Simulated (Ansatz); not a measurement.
# C: what symmetry allows forces and stress to be

```yaml
crystal:
  lattice:
    - [2.53032, 0.00000, 0.00000]
    - [-1.26516, 2.19132, 0.00000]
    - [0.00000, 0.00000, 7.05766]
  atoms:
    - { symbol: C, position: [0.00000, 0.00000, 0.98527] }
    - { symbol: C, position: [0.00000, 0.00000, 0.48527] }
    - { symbol: C, position: [0.33333, 0.66667, 0.01973] }
    - { symbol: C, position: [0.66667, 0.33333, 0.51973] }
```

The calculation used DFT PBE, scalar-relativistic, plane waves, PAW in Ansatz 0.2.0.

Settings: cutoff 420 eV, Γ-centred mesh 21×21×6 on the computed 4-atom cell, Gaussian smearing of 0.10 eV; no spin polarisation.

This distorted cell has space group P6_3mc, with 12 operations.

Problem. Without a calculation: in which directions can each atom feel a force?

Solution. A force must be left unchanged by every operation that keeps its atom in place, so it lies in the space that those operations leave fixed. Atoms that the group maps onto each other feel forces of one size.
```json
{"atom": "C1", "site symmetry": "3m.", "operations at the site": "6", "equivalent to atom": "1", "allowed force (Cartesian)": "along (0.00, 0.00, 1.00)"}
{"atom": "C2", "site symmetry": "3m.", "operations at the site": "6", "equivalent to atom": "1", "allowed force (Cartesian)": "along (0.00, 0.00, 1.00)"}
{"atom": "C3", "site symmetry": "3m.", "operations at the site": "6", "equivalent to atom": "3", "allowed force (Cartesian)": "along (0.00, 0.00, 1.00)"}
{"atom": "C4", "site symmetry": "3m.", "operations at the site": "6", "equivalent to atom": "3", "allowed force (Cartesian)": "along (0.00, 0.00, 1.00)"}
```

That leaves 2 independent force components of 12, tied by 1 condition that the forces sum to zero, so 1 remains. A relaxation in this cell that keeps the symmetry moves the atoms in these directions alone.

Problem. And the stress tensor?

Solution. It must be invariant under the point group, which leaves 2 independent components: yz, xz, xy vanish; xx = yy.

Problem. Do the computed values obey this?

Solution. Yes. Forces (eV/Å):
```
C1   0.000  0.000  4.063
C2   0.000  0.000  4.063
C3   0.000  0.000 -4.063
C4   0.000  0.000 -4.063
```

Stress (GPa, compression positive, xx yy zz yz xz xy): -25.58 -25.58 -6.24 0.00 0.00 0.00. The program imposes the same operations on density, forces and stress, so this confirms the analysis and is no independent test of the calculation.

The cell holds layers, and where no dispersion correction was added their binding is poorly described.